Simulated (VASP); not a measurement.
Wanted: the native input for a VASP 6.6.1 run.

```yaml
Task: single point
Functional: PBE
Potentials_or_basis: VASP PAW PBE potentials, release 64 (Mg, I)
Cutoff: 520 eV
k_mesh: 6 × 6 × 1
Occupations: gaussian, width 0.02 eV
Spin: no spin polarisation
Dipole_correction: yes
Further_INCAR_settings: ALGO = Fast; EDIFF = 1e-06; NBANDS = 15
```

The structure of MgI2 lies in POSCAR:

```
MgI2
1.0
    4.4470558921      0.0000000000      0.0000000000
    0.0000000000      4.4470558921      0.0000000000
    0.0000000000      0.0000000000     29.9345180800
Mg I
1 2
Direct
    0.5000000000      0.5000000000      0.3006562516
    0.0000000000      0.5000000000      0.3558686406
    0.5000000000      0.0000000000      0.2454438626
```

The cell was built by a generator and needn't be a form met in nature.

The cell isn't the ideal one: species swapped into a sheet of the MgCl2 type.

One way to write it, as run:

INCAR

```
PREC     = Accurate       # precision mode
ENCUT    = 520            # plane-wave cutoff, eV
EDIFF    = 1E-6           # SCF threshold, eV
ISMEAR   = 0              # smearing method
SIGMA    = 0.02           # smearing width, eV
LREAL    = False          # projectors in reciprocal space
LASPH    = True           # aspherical terms in the spheres
NELM     = 100            # most SCF steps
ALGO     = Fast           # electronic algorithm
ISIF     = 2              # what is computed and relaxed
LWAVE    = False          # write WAVECAR
LCHARG   = False          # write CHGCAR
LDIPOL   = True         
IDIPOL   = 3            
DIPOL    = 0.5 0.5 0.301
GGA      = PE             # functional
NBANDS   = 15             # bands
```

KPOINTS

```
regular mesh
0
Gamma
  6 6 1
```

Potentials or basis: VASP PAW PBE potentials, release 64 (Mg, I).

Run with:

```console
$ cat potpaw_PBE.64/Mg/POTCAR potpaw_PBE.64/I/POTCAR > POTCAR
$ mpirun -np 1 vasp_std > vasp.out
```

It gave:

```
Largest force          : 0.026 eV/Å
Band gap on the k mesh : 3.56 eV, indirect (least direct gap 3.69 eV)
```

Caveat: spin-orbit coupling is left out, which moves the levels of the heavy elements.

Wall time 2.5 min on 1 thread of Intel(R) Xeon(R) Platinum 8259CL CPU @ 2.50GHz (Skylake/Cascade Lake) (shared host), peak memory 0.61 GiB.
